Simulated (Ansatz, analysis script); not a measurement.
## Free-standing square Ni monolayer, spacing 2.629 Å: E(q) by the generalised Bloch theorem

Spirals are solved in the crystal's own cell at each q. What do they say of the order in a free-standing square Ni monolayer, spacing 2.629 Å?

Main program and level: Ansatz 0.2.0; PBE, PAW set soft_1.

**1. The starting structure**

The cell holds 1 atom: 1 Ni. Cell: a = 2.629 Å, b = 2.629 Å, c = 14.000 Å, α = 90.0°, β = 90.0°, γ = 90.0°. An idealised lattice of chosen spacing, in vacuum. Vacuum lies along c.

**2. The collinear state**

First a free collinear run, to see which state the typed moments lead to.

Input file input.yaml:

```yaml
crystal:
  lattice:
    - [2.629, 0.0, 0.0]
    - [0.0, 2.629, 0.0]
    - [0.0, 0.0, 14.0]
  atoms:
    - { symbol: Ni, position: [0.0, 0.0, 0.5], spin: 1.0 }
magnetization:
  spin_polarized: true
kpoints:
  mp_grid: { grid: [8, 8, 1] }
hamiltonian:
  xc: pbe
  pseudopotentials: { kind: paw, azcp: { folder: soft_1 } }
scf:
  occupations: { method: fermi_dirac, width: 0.1 }
  max_iter: 120
  convergence: { dr2_threshold: 1.0e-08 }
  lower_state_search: "off"
output:
  write_density: true
  write_potential: true
  elf: true
  volumetric_format: npy
```

The run is started by

```console
$ ansatz run input.yaml --threads 4 --pin off --max-ram 8192MiB --backend cpu --events-out ev --progress --plain --runs-dir out
```

Numbers of over 12 decimals in the logs are rounded to 6 here.

The log of the run:

```text
Engine: ansatz 0.2.0, aarch64-unknown-linux-gnu
Pseudopotentials: kind: paw
Pseudopotential: Ni, paw, valence charge 18, recommended cutoff 420 eV (normal), soft_1/Ni.paw.azcp
Functional definition: PBE
  parameter kappa = 0.804
  parameter beta = 0.066725
  exchange = pbe_x(kappa = kappa, mu = beta*pi^2/3)
  correlation = pbe_c(beta = beta)
Crystal: 1 atoms, lattice volume = 96.763 Å³
Basis set: ecut = 420 eV, 1923 PW (Γ)
Bands: 14, of which v1, the nominal top of the filled ones, is band 9 counted from 1 (8 counted from 0)
Symmetry: 16 space group operations
Space group: P4/mmm (ITA 123), of the structure as read, at distance tolerance 4.6e-5 Å
Magnetic group: BNS 123.339 (UNI 999), of the structure as read, at distance tolerance 4.6e-5 Å
k-points: 15 of 64
Non-local potential: Ni, projectors of the file, l = 0: 3, l = 1: 2, l = 2: 3, l = 3: 1
PAW form: soft (Blöchl's): semilocal exchange-correlation on the pseudo side does not see the compensation charge
PAW one-centre angular grid: Ni, 590 points (default); XC on 64 Gauss nodes
Initial density: superposition of atomic densities (neutral atoms: chi_scale 0, normalization atom)
Starting moments: Σ|m| = 1 μB on 1 of 1 site
Initial wavefunctions: pseudopotential atomic-orbital guess
Functional: x = pbe(κ = 0.804, μ = 0.219515), c = pbe(β = 0.066725)
SCF iter   1: F=—  HF=-5838.651976 eV  |F-HF|=—  |Δ(HF+E_count)|=         —  Δρ=6.15e-2 (↑3.44e-2 ↓6.15e-2)  dr2=6.37e0  dr2_m=1.78e-1  M=0.644 μB ∫|m|=0.648 μB  β_m=0.30  ethr=3.10e-3  ⟨swp⟩=5.2  Hψ=2299  notcnv=0
preconditioner: auto → LDOS  [metal: Δε(μ)=0.044 eV  Ē_g=9.387 eV  σ=0.100 eV  W_gap=0.11  n_scr=8 (ndim 8)  ℏωp=11.9 eV  f_vac=0.703  D(μ)=3.22/eV (n_scr^D=22)]
spin=Collinear: LDOS preconditioning applied to the charge; magnetization (m = ρ↑ − ρ↓) channel mixes plain (no charge-response kernel on spin).
SCF iter   2: F=—  HF=-5837.809068 eV  |F-HF|=—  |Δ(HF+E_count)|=   8.43e-1  Δρ=1.40e-2 (↑1.40e-2 ↓1.31e-2)  dr2=8.32e-1  dr2_m=3.31e-3  M=0.842 μB ∫|m|=0.849 μB  β_m=1.00  ethr=3.10e-3  ⟨swp⟩=3.1  Hψ=1058  notcnv=0  defer=12
SCF iter   3: F=—  HF=-5837.685650 eV  |F-HF|=—  |Δ(HF+E_count)|=   1.23e-1  Δρ=1.03e-2 (↑1.03e-2 ↓3.67e-3)  dr2=2.41e-1  dr2_m=2.04e-2  M=0.909 μB ∫|m|=0.932 μB  β_m=1.00  ethr=3.10e-3  ⟨swp⟩=1.9  Hψ=551  notcnv=0  defer=12
SCF iter   4: F=—  HF=-5837.640488 eV  |F-HF|=—  |Δ(HF+E_count)|=   4.52e-2  Δρ=7.52e-3 (↑4.02e-3 ↓7.52e-3)  dr2=1.38e-2  dr2_m=2.60e-2  M=0.995 μB ∫|m|=1.034 μB  β_m=1.00  ethr=1.34e-3  ⟨swp⟩=3.2  Hψ=701  notcnv=0  defer=12
SCF iter   5: F=—  HF=-5837.652692 eV  |F-HF|=—  |Δ(HF+E_count)|=   1.22e-2  Δρ=2.62e-3 (↑1.12e-3 ↓2.62e-3)  dr2=4.88e-3  dr2_m=1.45e-3  M=0.995 μB ∫|m|=1.041 μB  β_m=1.00  ethr=7.65e-5  ⟨swp⟩=2.2  Hψ=678  notcnv=0  defer=12
SCF iter   6: F=—  HF=-5837.666386 eV  |F-HF|=—  |Δ(HF+E_count)|=   1.37e-2  Δρ=1.96e-3 (↑6.61e-4 ↓1.96e-3)  dr2=2.73e-3  dr2_m=5.35e-4  M=1.000 μB ∫|m|=1.051 μB  β_m=1.00  ethr=2.71e-5  ⟨swp⟩=2.1  Hψ=605  notcnv=0  defer=12
SCF iter   7: F=—  HF=-5837.672081 eV  |F-HF|=—  |Δ(HF+E_count)|=   5.70e-3  Δρ=1.34e-3 (↑6.24e-4 ↓1.34e-3)  dr2=1.09e-3  dr2_m=2.98e-4  M=1.001 μB ∫|m|=1.054 μB  β_m=1.00  ethr=1.51e-5  ⟨swp⟩=2.2  Hψ=731  notcnv=0  defer=12
SCF iter   8: F=—  HF=-5837.675281 eV  |F-HF|=—  |Δ(HF+E_count)|=   3.20e-3  Δρ=9.31e-4 (↑6.15e-4 ↓9.31e-4)  dr2=1.03e-4  dr2_m=4.55e-4  M=1.006 μB ∫|m|=1.062 μB  β_m=1.00  ethr=6.07e-6  ⟨swp⟩=1.7  Hψ=583  notcnv=0  defer=8
SCF iter   9: F=—  HF=-5837.677534 eV  |F-HF|=—  |Δ(HF+E_count)|=   2.25e-3  Δρ=1.19e-3 (↑3.72e-4 ↓1.19e-3)  dr2=5.13e-4  dr2_m=2.39e-4  M=1.005 μB ∫|m|=1.063 μB  β_m=1.00  ethr=5.72e-7  ⟨swp⟩=2.1  Hψ=807  notcnv=0  defer=7
SCF iter  10: F=—  HF=-5837.678692 eV  |F-HF|=—  |Δ(HF+E_count)|=   1.16e-3  Δρ=8.97e-4 (↑4.57e-4 ↓8.97e-4)  dr2=2.73e-4  dr2_m=2.83e-4  M=1.013 μB ∫|m|=1.073 μB  β_m=1.00  ethr=5.72e-7  ⟨swp⟩=2.0  Hψ=811  notcnv=0  defer=6
[...]
spin-set hold released at iteration 15 (site moments' squared step at or under half its running peak, from the soft ceiling on): the magnetisation degrees of freedom join the quasi-Newton model from the next iteration; the mixer history was flushed
[...]
SCF iter  19: F=—  HF=-5837.681857 eV  |F-HF|=—  |Δ(HF+E_count)|=   4.08e-5  Δρ=1.50e-4 (↑6.87e-5 ↓1.50e-4)  dr2=2.89e-6  dr2_m=9.39e-6  M=1.026 μB ∫|m|=1.091 μB  β_m=0.79  ethr=2.96e-7  ⟨swp⟩=2.4  Hψ=582  notcnv=0  defer=6
SCF iter  20: F=—  HF=-5837.681915 eV  |F-HF|=—  |Δ(HF+E_count)|=   5.79e-5  Δρ=1.94e-4 (↑3.78e-5 ↓1.94e-4)  dr2=3.27e-5  dr2_m=6.04e-6  M=1.023 μB ∫|m|=1.090 μB  β_m=0.79  ethr=1.60e-8  ⟨swp⟩=2.5  Hψ=819  notcnv=0  defer=6
SCF iter  21: F=—  HF=-5837.681916 eV  |F-HF|=—  |Δ(HF+E_count)|=   6.21e-7  Δρ=3.27e-5 (↑1.22e-5 ↓3.27e-5)  dr2=7.26e-7  dr2_m=2.16e-7  M=1.024 μB ∫|m|=1.091 μB  β_m=0.89  ethr=1.60e-8  ⟨swp⟩=2.4  Hψ=707  notcnv=0  defer=6
SCF iter  22: F=—  HF=-5837.681917 eV  |F-HF|=—  |Δ(HF+E_count)|=   1.51e-6  Δρ=2.00e-5 (↑3.37e-6 ↓2.00e-5)  dr2=1.27e-7  dr2_m=1.01e-7  M=1.024 μB ∫|m|=1.091 μB  β_m=0.95  ethr=4.03e-9  ⟨swp⟩=2.6  Hψ=640  notcnv=0  defer=6
iter 23 met the thresholds in force, and the SCF goes on: an eigenvalue changes by 3.28 meV, over its tolerance of 0.16 meV (output.eigenvalues, Limitations)
SCF iter  23: F=-5837.681917 eV  HF=-5837.681917 eV  |F-HF|=8.80e-9  |Δ(HF+E_count)|=   7.74e-8  Δρ=2.35e-6 (↑1.05e-6 ↓2.35e-6)  dr2=3.00e-9  dr2_m=1.34e-9  M=1.024 μB ∫|m|=1.091 μB  β_m=0.97  ethr=5.56e-11  ⟨swp⟩=4.7  Hψ=1889  notcnv=0
iter 24 met the thresholds in force, and the SCF goes on: an eigenvalue changes by 0.33 meV, over its tolerance of 0.16 meV (output.eigenvalues, Limitations)
SCF iter  24: F=-5837.681917 eV  HF=-5837.681917 eV  |F-HF|=3.30e-10  |Δ(HF+E_count)|=   1.28e-8  Δρ=1.64e-6 (↑1.49e-7 ↓1.64e-6)  dr2=7.04e-10  dr2_m=5.68e-10  M=1.024 μB ∫|m|=1.091 μB  β_m=1.00  ethr=1.66e-11  ⟨swp⟩=2.4  Hψ=1561  notcnv=0
Mixer restart at iter 24: flushing history
SCF iter  25: F=-5837.681917 eV  HF=-5837.681917 eV  |F-HF|=6.05e-9  |Δ(HF+E_count)|=   1.59e-9  Δρ=2.45e-6 (↑1.06e-6 ↓2.45e-6)  dr2=6.35e-9  dr2_m=5.18e-10  M=1.024 μB ∫|m|=1.091 μB  ethr=3.91e-12  ⟨swp⟩=1.1  Hψ=1273  notcnv=0
SCF 1 converged in 25 iterations: F = -5837.681917 eV  dr2 = 6.35e-9
  greatest PAW one-centre occupation: 1.001 electrons in one spin orbital (limit 2), on the Ni atom at site 0 (counted from 0), in its partial waves of l = 1
WARN: The output density's exchange-correlation potential varies sharply where the density is thin. Do not read a vacuum level from v_tot or v_xc, or from such a field of the output density. On a cell that repeats whose density bears no net charge and no dipole along the vacuum's axis use v_es (v_loc + v_h of the components); under efield.dipole_correction with no amplitude use v_es + v_field, which holds any externa [...]
SCF converged after 25 iterations
an eigenvalue changed by more than its tolerance at an iteration that met the thresholds in force, so the SCF went on 2 times, its first undamped step at iteration 24: the last check found none over its tolerance
Magnetization: 1.0243 μB (9.5121 up, 8.4879 down)
Absolute magnetization: 1.0906 μB (∫|ρ↑−ρ↓|, with the PAW one-centre terms)
Spin contamination: 0.0178 ħ² per cell (⟨S²⟩ above its minimum at these occupations)
Per-site moments (μB) at R_I (Å): [(1.051434, 1.0844625)]
Free energy (F): -5837.681917 eV
Harris-Foulkes:  -5837.681917 eV  (|F-HF|=6.05e-9)
Internal energy: -5837.569251 eV  (E = F + TS)
E sigma→0 (E₀):  -5837.625584 eV
Entropy (-TS):   -0.112666 eV (-112.666 meV/atom)
Fermi energy:    -2.384436 eV
--- Per-component energies (eV) ---
  E_band       = -638.655543
  E_kinetic    = 333.572402
  E_local      = -11440.220096  (includes V_loc(G=0)·N_el)
  E_nonlocal   = -111.811418
  E_hartree    = 5664.170165
  E_xc         = -108.184581
  E_vxc        = -139.159447  (∫ρ·V_xc dr)
  E_paw        = -1662.489332  (= ΣΔE_a)
  E_vpaw       = -609.386414  (= ΣTr[D̂ρ^β])
  E_aug_tail   = 0.000855  (compensation charges beyond the density's cutoff)
  E_ewald      = 1487.392754
  E_smearing   = -0.112666  (= −TS)
  E_closure    = -0.000000  (closes the sum)
  Σ components = -5837.681917   (vs F -5837.681917, Δ=0.00e0)
--- Band table (eV; the first three rows and the last of 30) ---
  k-point 0 ↑: bands = [... 5 lower, -4.9467, -3.7992, -3.4316, -3.4316, -3.3485, -0.8884, 2.2829, 3.3971, ... 1 higher]
  k-point 1 ↑: bands = [... 5 lower, -4.8363, -3.7371, -3.6449, -3.4307, -3.4203, -0.4193, 2.6129, 3.7498, ... 1 higher]
  k-point 2 ↑: bands = [... 5 lower, -4.3674, -4.0347, -3.6232, -3.5751, -3.3928, 0.7802, 3.6042, 4.7924, ... 1 higher]
  k-point 14 ↓: bands = [... 5 lower, -3.0344, -3.0344, -2.4458, -1.7912, 3.7451, 3.7451, 7.0382, 8.2354, ... 1 higher]
```

It took 3.4 s on 4 threads of Arm Neoverse N1, shared host; peak memory 0.3 GiB; 11 s of CPU time.

Spin moment in the atom's sphere by atom:

```
atom  spin moment in the atom's sphere (μB)
 Ni1                                   1.05
```

The run ends ferromagnetic, with a net moment of 1.02 μB a cell. With one Ni atom carrying the moment, parallel order of its images is forced by the cell, not found.

Spin density in the ca plane at fractional y = 0.000, with atoms of Ni within 0.2 Å of it.

Ten even steps from '0' (0.0 e/Å³) to '9' (3.3 e/Å³), each cell a mean:
```
0000000000000000000351000000000000000000
0000000000000000000000000000000000000000
0000000000000000000000000000000000000000
0000000000000000000000000000000000000000
0000000000000000000000000000000000000000
0000000000000000000000000000000000000000
0000000000000000000121000000000000000000
0000000000000000000592000000000000000000
```
Columns run along c (14.0 Å), rows up along a (2.6 Å). Atoms in or near the plane, at fractional coordinates: Ni at (0.50, 0.00).

Valence density in the ca plane at fractional y = 0.000, with atoms of Ni within 0.2 Å of it. It is the smooth field of the valence electrons, not physical close to the nuclei.

Values in e/Å³, 5 rows by 16 columns, each cell a mean:
```
 0  0  0  0  0  0  0  6 11  0  0  0  0  0  0  0
 0  0  0  0  0  0  0  0  1  0  0  0  0  0  0  0
 0  0  0  0  0  0  0  0  0  0  0  0  0  0  0  0
 0  0  0  0  0  0  0  1  2  0  0  0  0  0  0  0
 0  0  0  0  0  0  0 11 21  0  0  0  0  0  0  0
```
Columns run along c (14.0 Å), rows up along a (2.6 Å). Atoms in or near the plane, at fractional coordinates: Ni at (0.50, 0.00).

ELF in the ca plane at fractional y = 0.000, with atoms of Ni within 0.2 Å of it. It is the smooth field of the valence electrons, not physical close to the nuclei.

Ten even steps from '0' (0.00) to '9' (0.96), each cell a mean:
```
0000000000000001113785211100000000000000
0000000000000001111332111100000000000000
0000000000000001111111111000000000000000
0000000000000001122222221000000000000000
0000000000000001122112221000000000000000
0000000000000001111221111100000000000000
0000000000000001112563211100000000000000
0000000000000001123896211100000000000000
```
Columns run along c (14.0 Å), rows up along a (2.6 Å). Atoms in or near the plane, at fractional coordinates: Ni at (0.50, 0.00).

**3. Denser mesh**

Levels at the Fermi energy are partly filled, so moments and energy differences can hang on the k-mesh, and the state is solved again on a denser one.

input.yaml, the sections that differ from step 2:

```yaml
crystal:
  lattice:
    - [2.629, 0.0, 0.0]
    - [0.0, 2.629, 0.0]
    - [0.0, 0.0, 14.0]
  atoms:
    - { symbol: Ni, position: [0.0, 0.0, 0.5], spin: 1.05 }
kpoints:
  mp_grid: { grid: [20, 20, 1] }
basis:
  ecutwfc: 420.0
checkpoint:
  read: start
  write: ck
  compress: false
  write_wavefunctions: false
  write_every: 100000
# magnetization, hamiltonian, scf: as in step 2
# output: removed
```

The log of the run:

```text
[...]
SCF converged after 12 iterations
[...]
Magnetization: 0.9931 μB (9.4965 up, 8.5035 down)
Absolute magnetization: 1.0715 μB (∫|ρ↑−ρ↓|, with the PAW one-centre terms)
[...]
Per-site moments (μB) at R_I (Å): [(1.027030, 1.0844625)]
Free energy (F): -5837.694258 eV
[...]
Internal energy: -5837.587694 eV  (E = F + TS)
E sigma→0 (E₀):  -5837.640976 eV
Entropy (-TS):   -0.106564 eV (-106.564 meV/atom)
Fermi energy:    -2.341385 eV
[...]
```

Wall time 6.3 s (4 threads); peak memory 0.42 GiB.

Spin moment in the atom's sphere by atom:

```
atom  spin moment in the atom's sphere (μB)
 Ni1                                   1.03
```

The run ends ferromagnetic, with a net moment of 0.993 μB a cell, against 1.02 μB on the first mesh.

Each spiral starts from these moments, tilted 90° from the rotation axis z (a flat spiral); sizes are free, while the program holds flat spirals in their plane. Spin–orbit coupling is switched off, so the energy does not depend on how the axis lies in the crystal. The folder named start holds the saved collinear state, from which each run begins.

**4. q = (0, 0, 0)**

The reference is the same input at q = 0, so that basis and exchange-correlation form match those at other q. Every q is chosen so that q/2 is a mesh vector: every spiral then samples the k-points of q = 0, and much mesh noise cancels.

input.yaml, the sections that differ from step 3:

```yaml
crystal:
  lattice:
    - [2.629, 0.0, 0.0]
    - [0.0, 2.629, 0.0]
    - [0.0, 0.0, 14.0]
  atoms:
    - { symbol: Ni, position: [0.0, 0.0, 0.5], spin: 1.03, spin_axis: [1.0, 0.0, 0.0] }
hamiltonian:
  xc: pbe
  noncollinear_xc: locally_collinear
  pseudopotentials: { kind: paw, azcp: { folder: soft_1 } }
magnetization:
  noncollinear: true
  spin_spiral: { q: [0.0, 0.0, 0.0] }
checkpoint:
  read: start
# kpoints, scf, basis: as in step 3
```

The run is started by

```console
$ ansatz run input.yaml --threads 1 --pin off --max-ram 2048MiB --backend cpu --events-out ev --progress --plain --runs-dir out
```

The log of the run:

```text
Warning: checkpoint.read: spin treatment differs: saved collinear, current noncollinear; the saved charge density seeds this run and the saved magnetisation is carried along the axis that this deck's starting moments share; the saved density holds an absolute magnetisation of 1.1e0 μB; saved orbitals and DFT+U occupations are not carried; the saved PAW projector densities are carried along that axis
Warning: checkpoint.read: magnetization.spin_spiral differs: saved none, current q = [0, 0, 0]; the saved state is no spin spiral's: the SCF starts from none of its orbitals and from its density, each atom's moment turned about z as a whole to its place on this deck's spiral. A spiral's own state at q: [0, 0, 0] serves better
[...]
Crystal: 1 atoms, lattice volume = 96.763 Å³
Basis set: ecut = 420 eV, 1923 PW (Γ)
Bands: 26, of which v1, the nominal top of the filled ones, is band 18 counted from 1 (17 counted from 0)
Symmetry: 16 space group operations
k-points: 66 of 400
Spin spiral: q = (0, 0, 0) of the reciprocal vectors; moments are told in the frame that turns with it, a site's in that at the site
[...]
SCF iter   1: F=—  HF=-5837.694017 eV  |F-HF|=—  |Δ(HF+E_count)|=         —  Δρ=1.30e-4  dr2=2.61e-6  dr2_m=3.73e-6  ethr=3.33e-6  |M|=9.91e-1 ∫|m|=1.07e0 μB  |m|>n=3.0e-2 m-floor=0.0e0 τ_xc=1.1e-33  β_m=0.30  ⟨swp⟩=2.7  Hψ=11654  notcnv=0
eigensolver tolerance schedule: the retry pair's looser diagonalisation over-reported the residual by 228.46 of it (diagonalisation noise at 0.33 of the residual, at the tolerance the schedule requests for it); recorded, not acted on — ethr = c·dr2/N_el stays at c = 1.0e-1
[...]
SCF iter   2: F=—  HF=-5837.694010 eV  |F-HF|=—  |Δ(HF+E_count)|=   6.78e-6  Δρ=7.47e-5  dr2=3.22e-6  dr2_m=1.24e-6  ethr=1.45e-8  |M|=9.92e-1 ∫|m|=1.07e0 μB  |m|>n=3.0e-2 m-floor=0.0e0 τ_xc=6.7e-26  β_m=0.29  ⟨swp⟩=3.2  Hψ=3381  notcnv=0
[...]
SCF iter  55: F=-5837.694006 eV  HF=-5837.694009 eV  |F-HF|=3.22e-6  |Δ(HF+E_count)|=  2.00e-11  Δρ=9.57e-6  dr2=1.94e-9  dr2_m=3.02e-8 (ungated)  ethr=1.08e-11  |M|=9.92e-1 ∫|m|=1.07e0 μB  |m|>n=3.0e-2 m-floor=0.0e0 τ_xc=2.8e-21  ⟨swp⟩=1.0  Hψ=6021  notcnv=0
WARN: the SCF converged with its magnetisation's residual not under the threshold: the closing 3.0e-8 eV is 3.0 times the dr2_threshold of 1.0e-8 eV (dr2 = 1.9e-9 eV). The gate was let go: when it was, by the median slope of its logarithm over ten or forty iterations, what it reads would neither halve nor double within ten. Under the locally-collinear projection, and under mr2scan, the residual can stop falling at any height. The total energy errs little by it; moments, spin splittings, forces and the stress err at first order in its in/out step. One rigid rotation of the whole field is dr2_mag_rotation_ev = 3.5e-11 eV of it. [rest of the remark cut]
SCF 1 converged in 55 iterations: F = -5837.694006 eV  dr2 = 1.94e-9
[...]
SCF converged after 55 iterations
Stability not checked: this state was not tested for a lower state beside it, because this non-collinear magnet's GGA is evaluated by the locally collinear projection, under which the energy is not smooth in the magnetisation (locally_collinear_gga; see scf.lower_state_search)
Magnetization: |M| = 0.9922 μB,  M = (+0.9922, +0.0001, +0.0000) μB
Absolute magnetization: 1.0707 μB (∫|m|, with the PAW one-centre terms)
  site 0: m = (+1.0263, +0.0001, +0.0000) μB, |m| = 1.0263 μB  (R = 1.08 Å)
Free energy (F): -5837.694006 eV
[...]
Internal energy: -5837.587354 eV  (E = F + TS)
E sigma→0 (E₀):  -5837.640680 eV
Entropy (-TS):   -0.106652 eV (-106.652 meV/atom)
Fermi energy:    -2.340996 eV
[...]
```

Wall time 8.2 min (1 thread); peak memory 0.57 GiB.

The largest moment is 1.03 μB, against 1.03 μB in the collinear run.

**5. q = (0, 0.2, 0)**

Only q changes. The cell stays that of the crystal, since the generalised Bloch theorem carries the rotation from cell to cell.

input.yaml, as its differences from that of step 4:

```diff
@@ -22,3 +22,3 @@
   noncollinear: true
-  spin_spiral: { q: [0.0, 0.0, 0.0] }
+  spin_spiral: { q: [0.0, 0.2, 0.0] }
 checkpoint:
```

The log of the run:

```text
[...]
Crystal: 1 atoms, lattice volume = 96.763 Å³
Basis set: ecut = 420 eV, 1923 PW (Γ)
Bands: 26, of which v1, the nominal top of the filled ones, is band 18 counted from 1 (17 counted from 0)
Symmetry: 4 space group operations
k-points: 121 of 400
[...]
SCF iter  15: F=-5837.667605 eV  HF=-5837.667606 eV  |F-HF|=2.12e-7  |Δ(HF+E_count)|=   4.67e-7  Δρ=4.49e-6  dr2=9.48e-10  dr2_m=4.74e-9  ethr=2.30e-11  |M|=9.33e-1 ∫|m|=1.02e0 μB  |m|>n=2.9e-2 m-floor=0.0e0 τ_xc=7.1e-19  ⟨swp⟩=4.6  Hψ=10113  notcnv=0
SCF 1 converged in 15 iterations: F = -5837.667605 eV  dr2 = 9.48e-10
[...]
SCF converged after 15 iterations
[...]
Magnetization: |M| = 0.9329 μB,  M = (+0.9329, -0.0000, +0.0000) μB
Absolute magnetization: 1.0212 μB (∫|m|, with the PAW one-centre terms)
  site 0: m = (+0.9749, -0.0000, +0.0000) μB, |m| = 0.9749 μB  (R = 1.08 Å)
Free energy (F): -5837.667605 eV
[...]
Internal energy: -5837.549248 eV  (E = F + TS)
E sigma→0 (E₀):  -5837.608426 eV
Entropy (-TS):   -0.118358 eV (-118.358 meV/atom)
Fermi energy:    -2.347896 eV
[...]
```

It took 3.2 min on 1 thread; peak memory 0.76 GiB.

The energy of the cell lies 26.4 meV above that at q = 0, and the largest moment is 0.975 μB against 1.03 μB.

[end of part 1 of 2]

[Logs and program files are shortened in this print: banners, set-up blocks, solver, clock and traceback lines can be left out without a mark of their own.]

[Logs are printed without paths, hosts, clocks, repeated set-up lines and the standing remarks that a program may print on its own settings, such as how far it seeks lower states.]

[Hosts, paths, dates, database ids (printed as entryN), source tags and the programs' standing remarks are cut or masked in the printed files.]
